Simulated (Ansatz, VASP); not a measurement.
This is a calculation of TaN for VASP 6.6.1.

Contents of INCAR:

```
SYSTEM = TaN
ALGO = Normal
EDIFF = 1E-7
ENCUT = 520
GGA = PE
ISIF = 2
ISMEAR = 0
ISPIN = 2
LASPH = .TRUE.
LCHARG = .TRUE.
LELF = .TRUE.
LMAXMIX = 4
LORBIT = 11
LREAL = .FALSE.
LVHAR = .TRUE.
LWAVE = .FALSE.
MAGMOM = -0.17 0
NBANDS = 19
NELM = 150
PREC = Accurate
SIGMA = 0.05
```

File KPOINTS:

```
k-points
0
G
  7 7 7
  0 0 0
```

POSCAR

```
TaN
1.0
    0.0000000000      2.1790013100      2.1790013100
    2.1790013100      0.0000000000      2.1790013100
    2.1790013100      2.1790013100      0.0000000000
Ta N
1 1
Direct
    0.5000000000      0.5000000000      0.5000000000
    0.0000000000      0.0000000000      0.0000000000
```

Potentials or basis: VASP PAW PBE potentials, release 64 (Ta_pv, N).

Launch:

```sh
$ cat potpaw_PBE.64/Ta_pv/POTCAR potpaw_PBE.64/N/POTCAR > POTCAR
$ mpirun -np 1 vasp_std > vasp.out
```

Problem. Set up the same calculation for Ansatz 0.2.0. Potentials there: all-electron LAPW, scalar-relativistic.

Solution. As run (the cutoff follows the program's own potentials):

File input.yaml:

```yaml
crystal:
  lattice:
    - [0.0, 2.17900131, 2.17900131]
    - [2.17900131, 0.0, 2.17900131]
    - [2.17900131, 2.17900131, 0.0]
  atoms:
    - { symbol: Ta, position: [0.5, 0.5, 0.5], spin: -0.17 }
    - { symbol: "N", position: [0.0, 0.0, 0.0] }
kpoints:
  mp_grid: { grid: [7, 7, 7] }
scf:
  occupations: { method: gaussian, width: 0.05 }
hamiltonian:
  xc: pbe
  pseudopotentials: { kind: all_electron, lapw: { basis_error: 0.001 } }
magnetization:
  spin_polarized: true
output:
  forces: true
  stress: true
  eigenvalues: true
```

Potentials or basis: all-electron LAPW, scalar-relativistic.

Command:

```bash
$ ansatz run input.yaml --threads 1 --pin off --max-ram 3072MiB --backend cpu --events-out ev --progress --plain --runs-dir out
```

Both were run:

|  | VASP | Ansatz | Ansatz less VASP |
| --- | --- | --- | --- |
| gap on the k mesh at the Fermi level (eV) | none | none | - |
| pressure (GPa) | 15.3 | 14.4 | -0.91 |
| net moment per atom (μB) | 0.00 | 0.00 | 0.000 |

A gap of «none» marks a metal or a gap that the smearing closes. Ansatz ran all-electron here, so the differences hold the error of VASP's frozen core and of both bases.

Caveats: so large a pressure means that the cell lies far from this level's equilibrium, or that cutoff or potentials fall short (VASP); the k mesh is thin for a metal, which can move the energy by tens of meV per atom (Ansatz); the starting moments weren't kept (Ansatz). Spin-orbit coupling is left out, which matters for the levels of Ta.
